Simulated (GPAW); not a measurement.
SiC (Moissanite):

```
Si C
1.0
     3.07600    0.00000    0.00000
    -1.53800    2.66389    0.00000
     0.00000    0.00000    5.04800
Si C
2 2
Direct
  0.66667 0.33333 0.50000
  0.33333 0.66667 0.00000
  0.66667 0.33333 0.88500
  0.33333 0.66667 0.38500
```

Base run:

- Program: GPAW 26.7.0
- Functional: PBE
- Potentials or basis: GPAW PAW data sets (gpaw-data 1.2.1)
- Cutoff: 800 eV
- Basis: pw
- k mesh: 7 × 7 × 4
- Occupations: fermi-dirac, width 0.05 eV
- Spin: no spin polarisation

Its results: pressure 5.0 GPa; largest force 0.766 eV/Å.

Question: After a change of settings the same cell gave: pressure 1.4 GPa; largest force 0.817 eV/Å. Which change was it?
A. functional from PBE to MS2
B. functional from PBE to revPBE; potentials or basis from GPAW PAW data sets (gpaw-data 1.2.1) to the program's PAW data sets (release 1.2.1) made for this functional
C. cutoff from 800 eV to 680 eV; k mesh from 7 × 7 × 4 to 5 × 5 × 3; occupations from fermi-dirac, width 0.05 eV to fermi-dirac, width 0.01 eV
D. functional from PBE to M06-L; band points from 100 to 80

Answer: A.

Caveats: the PAW data sets were made with another functional, which shifts forces and pressure a little (some runs).

Not every run made on this cell is shown here.
